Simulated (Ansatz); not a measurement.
Run this with Ansatz 0.2.0 through its Python package and show what comes out.

The script reads `zrn.extxyz`:
```text
2
Lattice="0.0 2.3 2.3 2.3 0.0 2.3 2.3 2.3 0.0" Properties=species:S:1:pos:R:3 pbc="T T T"
Zr    2.30000000    2.30000000    2.30000000
N     0.00000000    0.00000000    0.00000000
```

Script `kconv_zrn.py`:
```python
"""k-point test for ZrN."""

from dataclasses import dataclass
import csv
import warnings

import ansatz as az


@dataclass(frozen=True)
class RunConfig:
    filling: str = "fermi_dirac"
    smearing_width: float = 0.05
    tolerance: float = 1e-07


cfg = RunConfig()


def main() -> None:
    warnings.simplefilter("ignore", az.DeckWarning)

    cell = az.Crystal.from_extxyz("zrn.extxyz")

    setup = (
        cell.calculation()
        .functional(az.Functional.PBESOL)
        .basis(10 * az.Ha)
        .occupations(cfg.filling, width=cfg.smearing_width)
        .initial_density(normalization="cell")
        .scf(tolerance=cfg.tolerance)
    )

    rows = []
    for value in [0.9, 0.7, 0.55, 0.45, 0.35]:
        data = setup.kpoints(spacing=value).run(threads=1, backend="cpu").report
        rows.append((value, data["free_energy_ev"] / len(data["lattice"]["sites"]), data["n_iterations"], data["n_kpoints"]))

    with open("kconv.csv", "w", newline="") as handle:
        writer = csv.writer(handle)
        writer.writerow(["spacing (1/A)", "F/atom (eV)", "iterations", "k-points"])
        writer.writerows([round(v, 5) if isinstance(v, float) else v for v in row] for row in rows)

    # differences from the last row
    for row in rows[:-1]:
        shift = 1000 * (row[1] - rows[-1][1])
        print(f"{row[0]}: {shift:+.2f} meV/atom" + ("  (within 1 meV)" if abs(shift) < 1 else ""))


if __name__ == "__main__":
    main()
```

```console
$ python kconv_zrn.py
0.9: +68.85 meV/atom
0.7: -22.17 meV/atom
0.55: -7.81 meV/atom
0.45: -18.02 meV/atom
```

`kconv.csv`, as written:
```csv
spacing (1/A),F/atom (eV),iterations,k-points
0.9,-2255.04962,6,4
0.7,-2255.14064,6,8
0.55,-2255.12627,6,10
0.45,-2255.13648,6,16
0.35,-2255.11846,6,20
```

What to keep in mind:
- The cutoff lies under the one recommended for these potentials.
- The run is spin-unpolarised.
- Of the deposited cell: the entry's cell lengths or inner coordinates differ somewhat from later room-temperature determinations.
- The structure is a deposited one; some such entries were measured under pressure or heat, so a shift against it needn't be the functional's error alone.
- Shifts are counted from the finest mesh, which is itself no proven limit.
- The script silences the warnings on its input, which a real study should read.
- Wall time of the script: 2.4 s on 1 thread of Intel(R) Xeon(R) Processor @ 2.30GHz, on a shared host, peak memory 0.42 GiB.
